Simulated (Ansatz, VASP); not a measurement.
# One calculation of Li, two programs

```
Li
1.0
     0.00000   -2.05373   -2.05373
     0.00000    2.05373   -2.05373
     4.10746    0.00000    0.00000
Li
2
Cartesian
  2.0537 -0.3343 -2.0537
  0.0000 0.3343 0.0000
```

Change from the starting cell: mode 4 frozen in at -0.340 Å, equal normal strain along x, y and z -0.0167.

Alike in both runs: task single point; functional PBE; dispersion D3(BJ); k mesh 16 × 16 × 12; occupations gaussian, width 0.15 eV; no spin polarisation.

```csv
,VASP,Ansatz
version,VASP 6.6.1,Ansatz 0.2.0
potentials or method,"VASP PAW PBE potentials, release 64 (Li_sv)","scalar-relativistic, plane waves, PAW"
plane-wave cutoff (eV),520,520
valence electrons in the cell,6,6
```

```tsv
	VASP	Ansatz	Ansatz less VASP
gap on the k mesh at the Fermi level (eV)	none	none	-
rms of the force components (eV/Å)	0.311	0.311	+0.0003
```

Atom by atom the forces differ by 0.000 eV/Å (rms over components). A gap of «none» marks a metal or a gap that the smearing closes.
